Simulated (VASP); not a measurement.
# Ta (Im-3m) in VASP: a series of runs

The runs below take Ta through optical spectrum, with PBE.

Program: VASP 6.6.1. These are calculated values, not measurements. Logs are shortened: lines on timing, memory, paths and dates and some standing lists are left out, and cuts for length are marked.

### 1 The crystal as given

Symmetry: Im-3m, No. 229, cubic system. The conventional cell has a = 3.320 Å, b = 3.320 Å, c = 3.320 Å, α = 90.00°, β = 90.00°, γ = 90.00°. Ta (site symmetry m-3m) is surrounded by 8 Ta at 2.88 Å.

The cell was built by a generator and needn't be a form met in nature.

### 2 Optical spectrum, PBE, non-collinear spin, zero start, spin-orbit coupling

The input, INCAR:

```
SYSTEM = Ta
PREC = Accurate ; ENCUT = 520
EDIFF = 1E-7 ; ISMEAR = 1
SIGMA = 0.1 ; LREAL = .FALSE.
LASPH = .TRUE. ; NELM = 80
ALGO = Fast ; ISIF = 2
LWAVE = .FALSE. ; LCHARG = .FALSE.
LNONCOLLINEAR = .TRUE. ; MAGMOM = 0 0 0
LORBIT = 11 ; LSORBIT = .TRUE.
GGA_COMPAT = .FALSE. ; LMAXMIX = 4
GGA = PE ; LOPTICS = .TRUE.
NEDOS = 2000 ; CSHIFT = 0.1
```

The input, KPOINTS:

```
Automatic mesh
0
G
  14 14 14
  0 0 0
```

The input, POSCAR:

```
Ta                                      
1.0
   -1.6600000000      1.6600000000      1.6600000000
    1.6600000000     -1.6600000000      1.6600000000
    1.6600000000      1.6600000000     -1.6600000000
  Ta            
     1
Direct
     0.0000000000000000    0.0000000000000000    0.0000000000000000
```

Potentials or basis: VASP PAW PBE potentials, release 64 (Ta_pv).

On the command line:

```bash
$ cat potpaw_PBE.64/Ta_pv/POTCAR > POTCAR
$ mpirun -np 1 vasp_ncl > vasp.out
```

OUTCAR:

```text
SYSTEM = Ta
   PREC = Accurate
   ENCUT = 520
   EDIFF = 1E-7
   ISMEAR = 1
   LREAL = .FALSE.
   LASPH = .TRUE.
   NELM = 80
   ISIF = 2
   LNONCOLLINEAR = .TRUE.
   LORBIT = 11
   LSORBIT = .TRUE.
   GGA = PE

 ion  position               nearest neighbor table
   1  0.000  0.000  0.000-

  LATTYP: Found a body centered cubic cell.
 ALAT       =     3.3200000000

  Lattice vectors:

 A1 = (  -1.6600000000,   1.6600000000,   1.6600000000)
 A2 = (   1.6600000000,  -1.6600000000,   1.6600000000)
 A3 = (   1.6600000000,   1.6600000000,  -1.6600000000)

Analysis of symmetry for initial positions (statically):
=====================================================================
 Subroutine PRICEL returns:
 Original cell was already a primitive cell.

 Routine SETGRP: Setting up the symmetry group for a
 body centered cubic supercell.

 Subroutine GETGRP returns: Found 48 space group operations
 (whereof 48 operations were pure point group operations)
 out of a pool of 48 trial point group operations.

The static configuration has the point symmetry O_h .

Analysis of symmetry for dynamics (positions and initial velocities):
=====================================================================
 Subroutine PRICEL returns:
 Original cell was already a primitive cell.

 Routine SETGRP: Setting up the symmetry group for a
 body centered cubic supercell.

 Subroutine GETGRP returns: Found 48 space group operations
 (whereof 48 operations were pure point group operations)
 out of a pool of 48 trial point group operations.

The dynamic configuration has the point symmetry O_h .

Analysis of structural, dynamic, and magnetic symmetry:
=====================================================================
 Subroutine PRICEL returns:
 Original cell was already a primitive cell.

 Routine SETGRP: Setting up the symmetry group for a
 body centered cubic supercell.

 Subroutine GETGRP returns: Found 48 space group operations
 (whereof 48 operations were pure point group operations)
 out of a pool of 48 trial point group operations.

The overall configuration has the point symmetry O_h .

 Subroutine INISYM returns: Found 48 space group operations
 (whereof 48 operations are pure point group operations),
 and found     1 'primitive' translations

----------------------------------------------------------------------------------------

                                     Primitive cell

  volume of cell :      18.2972

  direct lattice vectors                    reciprocal lattice vectors
    -1.660000000  1.660000000  1.660000000     0.000000000  0.301204819  0.301204819
     1.660000000 -1.660000000  1.660000000     0.301204819  0.000000000  0.301204819
     1.660000000  1.660000000 -1.660000000     0.301204819  0.301204819  0.000000000

  length of vectors
     2.875204341  2.875204341  2.875204341     0.425967940  0.425967940  0.425967940

  position of ions in fractional coordinates (direct lattice)
     0.000000000  0.000000000  0.000000000

  ion indices of the primitive-cell ions
   primitive index   ion index
                 1           1

----------------------------------------------------------------------------------------

 KPOINTS: Automatic mesh

Automatic generation of k-mesh.
 Grid dimensions read from file:
 generate k-points for:   14   14   14

 Generating k-lattice:

  Cartesian coordinates                     Fractional coordinates (reciprocal lattice)
     0.000000000  0.021514630  0.021514630     0.071428571  0.000000000  0.000000000
     0.021514630  0.000000000  0.021514630     0.000000000  0.071428571  0.000000000
     0.021514630  0.021514630  0.000000000     0.000000000  0.000000000  0.071428571

  Length of vectors
     0.030426281  0.030426281  0.030426281

[... 80 lines left out ...]
   AEXX    =    0.0000 exact exchange contribution
   IVDW    =     0    specifies the selected vdW correction
   LEPSILON=     F    determine dielectric tensor
   LRPA    =     F    only Hartree local field effects (RPA)
 RMM-DIIS sequential band-by-band and
 Methfessel and Paxton  Order N= 1 SIGMA  =   0.10
  energy-cutoff  :      520.00
  volume of cell :       18.30
 maximum number of plane-waves:      1062
 NGX is ok and might be reduce to    24
   NGX = 11   NGY = 11   NGZ = 11

 number of electron      11.0000000 magnetization       0.0000000      0.0000000     -0.0000000

 number of electron      11.0000000 magnetization      -0.0000000     -0.0000000     -0.0000000

 number of electron      11.0000000 magnetization       0.0000000      0.0000000      0.0000000

 Free energy of the ion-electron system (eV)
  ---------------------------------------------------
  ext. energy  EPLUGINS =         0.00000000
  ---------------------------------------------------
  free energy    TOTEN  =       -12.53184198 eV

  energy without entropy =      -12.53234318  energy(sigma->0) =      -12.53200905

 E-fermi :   5.3185     XC(G=0): -12.5385

 val. band max:        5.3035298307   @ k =  -0.3571   0.4286   0.1429
 cond. band min:       5.3220695242   @ k =   0.0714   0.0714   0.0714
 fundamental gap:      0.0185396935
 Fermi energy:         5.3185439934

 k-point     1 :       0.0000    0.0000    0.0000
  band No.  band energies     occupation
      1     -33.2577      1.00000
      2     -33.2577      1.00000
      3     -25.2099      1.00000
      4     -25.2099      1.00000
      5     -25.2099      1.00000
      6     -25.2099      1.00000
[... 481 lines left out ...]
      5     -25.6352      1.00000
      6     -25.6352      1.00000
[... 10 lines left out ...]
     17      14.1135      0.00000
     18      14.1135      0.00000

 [... further k-points ...]

------------------------ aborting loop because EDIFF is reached ----------------------------------------

  FORCE on cell =-STRESS in cart. coord.  units (eV):
  Direction    XX          YY          ZZ          XY          YZ          ZX
  --------------------------------------------------------------------------------------
  -------------------------------------------------------------------------------------
  Total       -0.0124494     -0.0124494     -0.0124494      0.0000000      0.0000000      0.0000000
  in kB       -1.0901197     -1.0901197     -1.0901197      0.0000000      0.0000000      0.0000000
  external PRESSURE =      -1.0901197 kB  Pullay stress =       0.0000000 kB

 VOLUME and BASIS-vectors are now :
 -----------------------------------------------------------------------------
  energy-cutoff  :      520.00
  volume of cell :       18.30
      direct lattice vectors                 reciprocal lattice vectors
    -1.660000000  1.660000000  1.660000000     0.000000000  0.301204819  0.301204819
     1.660000000 -1.660000000  1.660000000     0.301204819  0.000000000  0.301204819
     1.660000000  1.660000000 -1.660000000     0.301204819  0.301204819  0.000000000

 POSITION                                       TOTAL-FORCE (eV/Angst)
 -----------------------------------------------------------------------------------
      0.00000      0.00000      0.00000        -0.000000      0.000000     -0.000000
 -----------------------------------------------------------------------------------
    total drift:                                0.000000      0.000000     -0.000000

  FREE ENERGIE OF THE ION-ELECTRON SYSTEM (eV)
  ---------------------------------------------------
  free  energy   TOTEN  =       -12.5318419799 eV

  energy  without entropy=      -12.5323431766  energy(sigma->0) =      -12.53200905

 electrical conductivity sigma (Mega S m-1) (frequency dependency in vasprun.xml)
  --------------------------------------------------------------------------------------
       0.092       0.000       0.000
       0.000       0.092       0.000
      -0.000       0.000       0.092

  frequency dependent IMAGINARY DIELECTRIC FUNCTION (independent particle, no local field effects) density-density
     E(ev)      X         Y         Z        XY        YZ        ZX
  --------------------------------------------------------------------------------------------------------------
     0.00000     0.00000     0.00000     0.00000     0.00000     0.00000     0.00000
     0.59077     6.47116     6.47116     6.47116     0.00000     0.00000     0.00000
     1.18154     6.67127     6.67127     6.67127    -0.00000    -0.00000    -0.00000
     1.77230     6.30559     6.30559     6.30559    -0.00000    -0.00000     0.00000
     2.36307    16.37985    16.37985    16.37985     0.00000     0.00000     0.00000
     2.95384    13.89491    13.89491    13.89491     0.00000     0.00000     0.00000
[... 92 lines left out ...]
    57.89528     0.00129     0.00129     0.00129    -0.00000     0.00000     0.00000
    58.48605     0.00122     0.00122     0.00122    -0.00000     0.00000     0.00000

  frequency dependent      REAL DIELECTRIC FUNCTION (independent particle, no local field effects) density-density
     E(ev)        X           Y           Z          XY          YZ          ZX
  --------------------------------------------------------------------------------------------------------------
     0.00000    34.68528    34.68528    34.68528     0.00000     0.00000    -0.00000
     0.59077    14.50227    14.50227    14.50227     0.00000     0.00000     0.00000
     1.18154    17.73255    17.73255    17.73255    -0.00000     0.00000     0.00000
     1.77230    18.13221    18.13221    18.13221     0.00000    -0.00000     0.00000
     2.36307    19.77275    19.77275    19.77275     0.00000     0.00000     0.00000
     2.95384    15.11767    15.11767    15.11767    -0.00000    -0.00000    -0.00000
[... 92 lines left out ...]
    57.89528     0.76340     0.76340     0.76340     0.00000     0.00000     0.00000
    58.48605     0.77081     0.77081     0.77081     0.00000     0.00000     0.00000

  frequency dependent IMAGINARY DIELECTRIC FUNCTION (independent particle, no local field effects) current-current
     E(ev)      X         Y         Z        XY        YZ        ZX
  --------------------------------------------------------------------------------------------------------------
     0.00000   177.36691   177.36691   177.36691    -0.00000    -0.00000    -0.00000
     0.59077    10.61245    10.61245    10.61245    -0.00000    -0.00000    -0.00000
     1.18154     9.49178     9.49178     9.49178    -0.00000    -0.00000    -0.00000
     1.77230     8.23120     8.23120     8.23120    -0.00000    -0.00000    -0.00000
     2.36307    17.92227    17.92227    17.92227    -0.00000    -0.00000    -0.00000
     2.95384    14.88321    14.88321    14.88321    -0.00000     0.00000     0.00000
[... 92 lines left out ...]
    57.89528     0.00048     0.00048     0.00048     0.00000     0.00000     0.00000
    58.48605     0.00043     0.00043     0.00043     0.00000     0.00000     0.00000

  frequency dependent      REAL DIELECTRIC FUNCTION (independent particle, no local field effects) current-current
     E(ev)        X           Y           Z          XY          YZ          ZX
  --------------------------------------------------------------------------------------------------------------
     0.00000    18.10511    18.10511    18.10511    -0.00000    -0.00000     0.00000
     0.59077    12.93910    12.93910    12.93910    -0.00000    -0.00000    -0.00000
     1.18154    16.71464    16.71464    16.71464    -0.00000     0.00000    -0.00000
     1.77230    17.48494    17.48494    17.48494    -0.00000    -0.00000     0.00000
     2.36307    18.39709    18.39709    18.39709    -0.00000    -0.00000     0.00000
     2.95384    14.19232    14.19232    14.19232    -0.00000     0.00000    -0.00000
[... 92 lines left out ...]
    57.89528     0.76350     0.76350     0.76350     0.00000    -0.00000     0.00000
    58.48605     0.77091     0.77091     0.77091     0.00000    -0.00000     0.00000

 Spin-Orbit-Coupling matrix elements

 Ion:    1  E_soc:     -1.4103758
 l=   1
     0.0000000    -0.2137719    -0.2137719
    -0.2137719     0.0000000    -0.2137719
    -0.2137719    -0.2137719     0.0000000
 l=   2
     0.0000000    -0.0053936     0.0000000    -0.0053936    -0.0158971
    -0.0053936     0.0000000    -0.0119228    -0.0053936    -0.0039743
     0.0000000    -0.0119228     0.0000000    -0.0119228     0.0000000
    -0.0053936    -0.0053936    -0.0119228     0.0000000    -0.0039743
    -0.0158971    -0.0039743     0.0000000    -0.0039743     0.0000000
 l=   3
     0.0000000     0.0000000     0.0000000     0.0000000     0.0000000     0.0000000     0.0000000
     0.0000000     0.0000000     0.0000000     0.0000000     0.0000000     0.0000000     0.0000000
     0.0000000     0.0000000     0.0000000     0.0000000     0.0000000     0.0000000     0.0000000
     0.0000000     0.0000000     0.0000000     0.0000000     0.0000000     0.0000000     0.0000000
     0.0000000     0.0000000     0.0000000     0.0000000     0.0000000     0.0000000     0.0000000
     0.0000000     0.0000000     0.0000000     0.0000000     0.0000000     0.0000000     0.0000000
     0.0000000     0.0000000     0.0000000     0.0000000     0.0000000     0.0000000     0.0000000

 total charge

# of ion       s       p       d       tot
------------------------------------------
    1        0.367   6.166   2.381   8.913

 magnetization (x)

# of ion       s       p       d       tot
------------------------------------------
    1       -0.000   0.000   0.000   0.000

 magnetization (y)

# of ion       s       p       d       tot
------------------------------------------
    1       -0.000  -0.000  -0.000  -0.000

 magnetization (z)

# of ion       s       p       d       tot
------------------------------------------
    1       -0.000   0.000   0.000  -0.000
```

Wall time 67 s (1 thread of AMD EPYC 9R14 (Zen 4), shared host); peak memory 0.26 GiB.

What came out:

```
Free energy                                           : -12.5318 eV
Pressure                                              : -0.1 GPa
Net moment                                            : 0.00 μB per cell
Valence electrons inside the program's atomic spheres : Ta 8.91
```

Dielectric function (mean over the directions given):
```
energy (eV)  real part  imaginary part
       0.27      18.80            8.26
       0.89      16.36            5.39
       1.60      16.95            5.03
       2.22      22.38           10.00
       2.92      14.98           12.54
       3.63      10.02           13.81
       4.25       4.55           11.86
       4.96       8.11           20.58
       5.67     -10.23           14.07
       6.29      -7.24            7.12
       7.00      -5.92            4.04
       7.71      -2.41            3.74
       8.33      -1.50            3.66
       9.04      -3.64            3.50
       9.75      -2.68            2.59
      10.37      -3.75            2.40
      11.08      -2.95            1.93
      11.79      -2.37            0.52
      12.41      -1.89            0.37
      13.12      -1.23            0.08
      13.82      -0.81            0.05
      14.44      -0.55            0.04
      15.15      -0.32            0.03
      15.86      -0.14            0.02
      16.48       0.00            0.02
      17.19       0.13            0.02
      17.90       0.24            0.01
      18.52       0.33            0.01
      19.23       0.41            0.01
      19.94       0.49            0.01
```

Moments on the atoms (μB; x, y, z):
```
Ta  0.00 0.00 0.00
```

Caveat: independent-particle spectra lack excitons.

(Part 1 of 2 ends here.)
